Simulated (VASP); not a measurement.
# Ti (Fm-3m) in VASP: notebook

One crystal, Ti, is run at these levels: PBEsol; tasks: single point, relaxation of cell and atoms.

Everything below comes from runs of VASP 6.6.1. Logs are shortened: lines on timing, memory, paths and dates and some standing lists are left out, and cuts for length are marked.

## (1) The structure

The structure is cubic, space group Fm-3m (No. 225). Conventional cell: a = 4.056 Å, b = 4.056 Å, c = 4.056 Å, α = 90.00°, β = 90.00°, γ = 90.00°. Ti (site symmetry m-3m) is surrounded by 12 Ti at 2.87 Å.

This isn't the form of Ti at room conditions, which is hcp.

## (2) Single point, PBEsol

Contents of INCAR:

```
PREC     = Accurate       # precision mode
ENCUT    = 520            # plane-wave cutoff, eV
EDIFF    = 1E-6           # SCF threshold, eV
ISMEAR   = 0              # smearing method
SIGMA    = 0.1            # smearing width, eV
LREAL    = F              # projectors in reciprocal space
LASPH    = T              # aspherical terms in the spheres
NELM     = 60             # most SCF steps
ALGO     = Fast           # electronic algorithm
ISIF     = 2              # what is computed and relaxed
LWAVE    = F              # write WAVECAR
LCHARG   = F              # write CHGCAR
GGA      = PS             # functional
NBANDS   = 12             # bands
```

Contents of KPOINTS:

```
Automatic mesh
0
Gamma
  18 18 18
```

Contents of POSCAR:

```
Ti
1.0
    0.0000000000      2.0279211583      2.0279211583
    2.0279211583      0.0000000000      2.0279211583
    2.0279211583      2.0279211583      0.0000000000
Ti
1
Direct
    0.0000000000      0.0000000000      0.0000000000
```

Potentials or basis: VASP PAW PBE potentials, release 64 (Ti_sv).

Started as:

```
$ cat potpaw_PBE.64/Ti_sv/POTCAR > POTCAR
$ mpirun -np 1 vasp_std > vasp.out
```

OUTCAR:

```text
PREC = Accurate
   ENCUT = 520
   EDIFF = 1E-6
   ISMEAR = 0
   LREAL = F
   LASPH = T
   NELM = 60
   ISIF = 2
   GGA = PS

 ion  position               nearest neighbor table
   1  0.000  0.000  0.000-

  LATTYP: Found a face centered cubic cell.
 ALAT       =     4.0558423166

  Lattice vectors:

 A1 = (   0.0000000000,   2.0279211583,   2.0279211583)
 A2 = (   2.0279211583,   0.0000000000,   2.0279211583)
 A3 = (   2.0279211583,   2.0279211583,   0.0000000000)

Analysis of symmetry for initial positions (statically):
=====================================================================
 Subroutine PRICEL returns:
 Original cell was already a primitive cell.

 Routine SETGRP: Setting up the symmetry group for a
 face centered cubic supercell.

 Subroutine GETGRP returns: Found 48 space group operations
 (whereof 48 operations were pure point group operations)
 out of a pool of 48 trial point group operations.

The static configuration has the point symmetry O_h .

Analysis of symmetry for dynamics (positions and initial velocities):
=====================================================================
 Subroutine PRICEL returns:
 Original cell was already a primitive cell.

 Routine SETGRP: Setting up the symmetry group for a
 face centered cubic supercell.

 Subroutine GETGRP returns: Found 48 space group operations
 (whereof 48 operations were pure point group operations)
 out of a pool of 48 trial point group operations.

The dynamic configuration has the point symmetry O_h .

 Subroutine INISYM returns: Found 48 space group operations
 (whereof 48 operations are pure point group operations),
 and found     1 'primitive' translations

----------------------------------------------------------------------------------------

                                     Primitive cell

  volume of cell :      16.6795

  direct lattice vectors                    reciprocal lattice vectors
     0.000000000  2.027921158  2.027921158    -0.246557909  0.246557909  0.246557909
     2.027921158  0.000000000  2.027921158     0.246557909 -0.246557909  0.246557909
     2.027921158  2.027921158  0.000000000     0.246557909  0.246557909 -0.246557909

  length of vectors
     2.867913605  2.867913605  2.867913605     0.427050825  0.427050825  0.427050825

  position of ions in fractional coordinates (direct lattice)
     0.000000000  0.000000000  0.000000000

  ion indices of the primitive-cell ions
   primitive index   ion index
                 1           1

----------------------------------------------------------------------------------------

 KPOINTS: Automatic mesh

Automatic generation of k-mesh.
 Grid dimensions read from file:
 generate k-points for:   18   18   18

 Generating k-lattice:

  Cartesian coordinates                     Fractional coordinates (reciprocal lattice)
    -0.013697662  0.013697662  0.013697662     0.055555556  0.000000000  0.000000000
     0.013697662 -0.013697662  0.013697662     0.000000000  0.055555556  0.000000000
     0.013697662  0.013697662 -0.013697662     0.000000000  0.000000000  0.055555556

  Length of vectors
     0.023725046  0.023725046  0.023725046

  Shift w.r.t. Gamma in fractional coordinates (k-lattice)
     0.000000000  0.000000000  0.000000000

 Subroutine IBZKPT returns following result:
 ===========================================

 Found    195 irreducible k-points:

 Following reciprocal coordinates:
            Coordinates               Weight
  0.000000  0.000000  0.000000      1.000000
  0.055556  0.000000  0.000000      8.000000
  0.111111  0.000000  0.000000      8.000000
  0.166667  0.000000  0.000000      8.000000
  0.222222  0.000000  0.000000      8.000000
  0.277778  0.000000  0.000000      8.000000
[... 16 lines left out ...]
 -0.277778  0.055556  0.000000     24.000000
 -0.222222  0.055556  0.000000     24.000000
 [... further k-points ...]
   k-points           NKPTS =    195   k-points in BZ     NKDIM =    195   number of bands    NBANDS=     12
   number of dos      NEDOS =    301   number of ions     NIONS =      1
   total plane-waves  NPLWV =  13824
   dimension x,y,z NGX =    24 NGY =   24 NGZ =   24
   dimension x,y,z NGXF=    48 NGYF=   48 NGZF=   48
   ions per type =               1
   NGX,Y,Z   is equivalent  to a cutoff of  13.91, 13.91, 13.91 a.u.
   NGXF,Y,Z  is equivalent  to a cutoff of  27.82, 27.82, 27.82 a.u.
 SYSTEM =  unknown system
   PREC   = accura    normal or accurate (medium, high low for compatibility)
   ISTART =      0    job   : 0-new  1-cont  2-samecut
   ICHARG =      2    charge: 1-file 2-atom 10-const
   ISPIN  =      1    spin polarized calculation?
   LNONCOLLINEAR =      F non collinear calculations
   LSORBIT =      F    spin-orbit coupling
   LASPH  =      T    aspherical Exc in radial PAW
   ENCUT  =  520.0 eV  38.22 Ry    6.18 a.u.   5.33  5.33  5.33*2*pi/ulx,y,z
   NELM   =     60;   NELMIN=  2; NELMDL= -5     # of ELM steps
   EDIFF  = 0.1E-05   stopping-criterion for ELM
   LREAL  =      F    real-space projection
   EDIFFG = 0.1E-04   stopping-criterion for IOM
   NSW    =      0    number of steps for IOM
   IBRION =     -1    ionic relax: 0-MD 1-quasi-New 2-CG
   NFREE  =      0    steps in history (QN), initial steepest desc. (CG)
   ISIF   =      2    stress and relaxation
   ISYM   =      2    0-nonsym 1-usesym 2-fastsym
   POTIM  = 0.5000    time-step for ionic-motion
   TEBEG  =    0.0;   TEEND  =   0.0 temperature during run
   PSTRESS=    0.0 pullay stress
   NELECT =      12.0000    total number of electrons
   NUPDOWN=      -1.0000    fix difference up-down
   EMIN   =  10.00;   EMAX   =-10.00  energy-range for DOS
   EFERMI =   0.00;   METHOD = LEGACY
   ISMEAR =     0;   SIGMA  =   0.10  broadening in eV -4-tet -1-fermi 0-gaus
   EFERMI_NEDOS =   21; number of points for ismear=-14 and -15
   IALGO  =     68    algorithm
   IMIX   =      4    mixing-type and parameters
     AMIX     =   0.40;   BMIX     =  1.00
     AMIX_MAG =   1.60;   BMIX_MAG =  1.00
  volume/ion in A,a.u.               =      16.68       112.56
  Fermi-wavevector in a.u.,A,eV,Ry     =   1.466924  2.772084 29.277901  2.151865
  Thomas-Fermi vector in A             =   2.582603
   LORBIT       =      0    0 simple, 1 ext, 2 COOP (PROOUT), +10 PAW based schemes
   GGA     = PS    functional components
   LHFCALC =     F    Hartree Fock is set to
   AEXX    =    0.0000 exact exchange contribution
   IVDW    =     0    specifies the selected vdW correction
   LEPSILON=     F    determine dielectric tensor
   LRPA    =     F    only Hartree local field effects (RPA)
 non-spin polarized calculation
 RMM-DIIS sequential band-by-band and
 Gauss-broadening in eV      SIGMA  =   0.10
  energy-cutoff  :      520.00
  volume of cell :       16.68
 maximum number of plane-waves:       464
 NGX is ok and might be reduce to    24
   NGX = 11   NGY = 11   NGZ = 11

 number of electron      12.0000001 magnetization

 Free energy of the ion-electron system (eV)
  ---------------------------------------------------
  ext. energy  EPLUGINS =         0.00000000
  ---------------------------------------------------
  free energy    TOTEN  =        -8.28746762 eV

  energy without entropy =       -8.27896212  energy(sigma->0) =       -8.28321487

 E-fermi :   8.5306     XC(G=0): -11.8307

 val. band max:        8.5285149114   @ k =  -0.3333   0.3333   0.1111
 cond. band min:       8.5330506769   @ k =  -0.3333   0.0556   0.0000
 fundamental gap:      0.0045357655
 Fermi energy:         8.5305737582

 k-point     1 :       0.0000    0.0000    0.0000
  band No.  band energies     occupation
      1     -47.8814      2.00000
      2     -23.7848      2.00000
      3     -23.7848      2.00000
      4     -23.7848      2.00000
      5       2.3364      2.00000
      6       9.4296      0.00000
      7       9.4296      0.00000
      8       9.4296      0.00000
      9      11.1462      0.00000
     10      11.1462      0.00000
     11      24.0211      0.00000
     12      28.6525      0.00000

 k-point     2 :       0.0556    0.0000    0.0000
  band No.  band energies     occupation
      1     -47.8770      2.00000
      2     -23.8090      2.00000
      3     -23.7878      2.00000
      4     -23.7878      2.00000
      5       2.4407      2.00000
      6       9.3636      0.00000
      7       9.4683      0.00000
      8       9.4683      0.00000
      9      11.1205      0.00000
     10      11.1205      0.00000
     11      24.1173      0.00000
     12      27.8232      0.00000

 k-point     3 :       0.1111    0.0000    0.0000
  band No.  band energies     occupation
      1     -47.8644      2.00000
      2     -23.8786      2.00000
      3     -23.7964      2.00000
      4     -23.7964      2.00000
      5       2.7459      2.00000
      6       9.1840      0.00000
      7       9.5687      0.00000
      8       9.5687      0.00000
      9      11.0629      0.00000
     10      11.0629      0.00000
     11      24.3076      0.00000
     12      26.3301      0.00000
[... 286 lines left out ...]
 k-point    23 :      -0.2778    0.0556    0.0000
  band No.  band energies     occupation
      1     -47.7848      2.00000
      2     -24.2880      2.00000
      3     -23.8742      2.00000
      4     -23.8408      2.00000
      5       4.8149      2.00000
      6       8.4657      1.64076
      7       9.5567      0.00000
      8       9.6704      0.00000
      9      11.2302      0.00000
     10      11.7509      0.00000
     11      20.6912      0.00000
     12      24.4225      0.00000

 k-point    24 :      -0.2222    0.0556    0.0000
  band No.  band energies     occupation
      1     -47.8098      2.00000
      2     -24.1591      2.00000
      3     -23.8566      2.00000
      4     -23.8233      2.00000
      5       4.1473      2.00000
      6       8.5810      0.47538
      7       9.6687      0.00000
      8       9.7736      0.00000
      9      10.9399      0.00000
     10      11.4527      0.00000
     11      22.2045      0.00000
     12      24.8023      0.00000

 [... further k-points ...]

------------------------ aborting loop because EDIFF is reached ----------------------------------------

  FORCE on cell =-STRESS in cart. coord.  units (eV):
  Direction    XX          YY          ZZ          XY          YZ          ZX
  --------------------------------------------------------------------------------------
  -------------------------------------------------------------------------------------
  Total       -0.0292770     -0.0292770     -0.0292770      0.0000000      0.0000000      0.0000000
  in kB       -2.8122537     -2.8122537     -2.8122537      0.0000000      0.0000000      0.0000000
  external PRESSURE =      -2.8122537 kB  Pullay stress =       0.0000000 kB

 VOLUME and BASIS-vectors are now :
 -----------------------------------------------------------------------------
  energy-cutoff  :      520.00
  volume of cell :       16.68
      direct lattice vectors                 reciprocal lattice vectors
     0.000000000  2.027921158  2.027921158    -0.246557909  0.246557909  0.246557909
     2.027921158  0.000000000  2.027921158     0.246557909 -0.246557909  0.246557909
     2.027921158  2.027921158  0.000000000     0.246557909  0.246557909 -0.246557909

 POSITION                                       TOTAL-FORCE (eV/Angst)
 -----------------------------------------------------------------------------------
      0.00000      0.00000      0.00000        -0.000000      0.000000      0.000000
 -----------------------------------------------------------------------------------
    total drift:                                0.000000      0.000000      0.000000

  FREE ENERGIE OF THE ION-ELECTRON SYSTEM (eV)
  ---------------------------------------------------
  free  energy   TOTEN  =        -8.2874676189 eV

  energy  without entropy=       -8.2789621231  energy(sigma->0) =       -8.28321487
```

It took 53 s on 1 thread of Intel Xeon Platinum 8259CL at 2.50GHz (Skylake/Cascade Lake), shared host; peak memory 0.16 GiB.

Results:

| Property | Result |
| --- | --- |
| Free energy | -8.2875 eV |
| Pressure | -0.3 GPa |
| Band gap on the k mesh | none (metal or under the smearing width) |

Caveat: the PAW data sets were made with another functional, which shifts forces and pressure a little.

## (3) Relaxation of cell and atoms, PBEsol

This run uses another cell than the first one, of 16.73 Å³/atom, 1.003 times its volume.

Contents of INCAR:

```
SYSTEM = Ti
PREC     = Accurate       ! precision mode
ENCUT    = 600            ! plane-wave cutoff, eV
EDIFF    = 1E-6           ! SCF threshold, eV
ISMEAR   = 0              ! smearing method
SIGMA    = 0.1            ! smearing width, eV
LREAL    = .FALSE.        ! projectors in reciprocal space
LASPH    = .TRUE.         ! aspherical terms in the spheres
NELM     = 100            ! most SCF steps
ALGO     = Fast           ! electronic algorithm
ISIF     = 3              ! what is computed and relaxed
LWAVE    = .FALSE.        ! write WAVECAR
LCHARG   = .FALSE.        ! write CHGCAR
GGA      = PS             ! functional
IBRION   = 2              ! ionic algorithm
NSW      = 100            ! ionic steps
EDIFFG   = -0.005         ! ionic threshold
```

Contents of KPOINTS:

```
regular mesh
0
G
  18 18 18
  0 0 0
```

Contents of POSCAR:

```
Ti
1.0
    0.0000000000      2.0300000000      2.0300000000
    2.0300000000      0.0000000000      2.0300000000
    2.0300000000      2.0300000000      0.0000000000
Ti
1
Direct
    0.0000000000      0.0000000000      0.0000000000
```

Potentials or basis: VASP PAW PBE potentials, release 64 (Ti_sv).

Started as:

```
$ cat potpaw_PBE.64/Ti_sv/POTCAR > POTCAR
$ mpirun -np 1 vasp_std > vasp.out
```

Run time: 3.5 min. Hardware: 1 thread of Intel Xeon Platinum 8259CL at 2.50GHz (Skylake/Cascade Lake), shared host; peak memory 0.18 GiB.

Results (log left out):

- Free energy: -8.2873 eV
- Relaxed volume: 16.64 Å³/atom
- Relaxed cell: a = 2.866 Å, b = 2.866 Å, c = 2.866 Å, α = 60.00°, β = 60.00°, γ = 60.00°
- Space group after relaxing (to 0.05 Å): Fm-3m (No. 225)
- Energy gained by relaxing: 0.2 meV/atom
- Ionic steps: 8
- Pressure after relaxing: 0.0 GPa
- Band gap on the k mesh: none (metal or under the smearing width)

The path:
| step | energy change (eV) | largest force (eV/Å) | pressure (GPa) | volume (Å³) |
| --- | --- | --- | --- | --- |
| 1 | 0.0000 | 0.0000 | -0.66 | 16.73 |
| 2 | -0.0001 | 0.0000 | 0.45 | 16.57 |
| 3 | -0.0002 | 0.0000 | 0.36 | 16.64 |
| 4 | -0.0002 | 0.0000 | -0.13 | 16.67 |
| 5 | -0.0002 | 0.0000 | -0.21 | 16.66 |
| 6 | -0.0002 | 0.0000 | -0.19 | 16.65 |
| 7 | -0.0002 | 0.0000 | -0.10 | 16.64 |
| 8 | -0.0002 | 0.0000 | -0.04 | 16.64 |

Final structure:
```xyz
1
Lattice="0.0000 2.0264 2.0264 2.0264 0.0000 2.0264 2.0264 2.0264 0.0000" Properties=species:S:1:pos:R:3 pbc="T T T"
Ti    0.0000    0.0000    0.0000
```

Levels at points of the mesh, in eV from the Fermi level:
| k point | band 3 | band 4 | band 5 | band 6 | band 7 | band 8 | band 9 | band 10 |
| --- | --- | --- | --- | --- | --- | --- | --- | --- |
| (0.00, 0.00, 0.00) | -32.31 | -32.31 | -6.20 | 0.90 | 0.90 | 0.90 | 2.62 | 2.62 |
| (0.50, 0.00, 0.00) | -32.41 | -32.41 | -2.70 | 0.75 | 0.77 | 0.77 | 3.78 | 3.78 |
| (0.50, 0.50, 0.00) | -32.58 | -32.58 | -2.74 | -1.83 | 3.04 | 3.76 | 4.08 | 4.08 |

Caveat: the PAW data sets were made with another functional, which shifts forces and pressure a little.
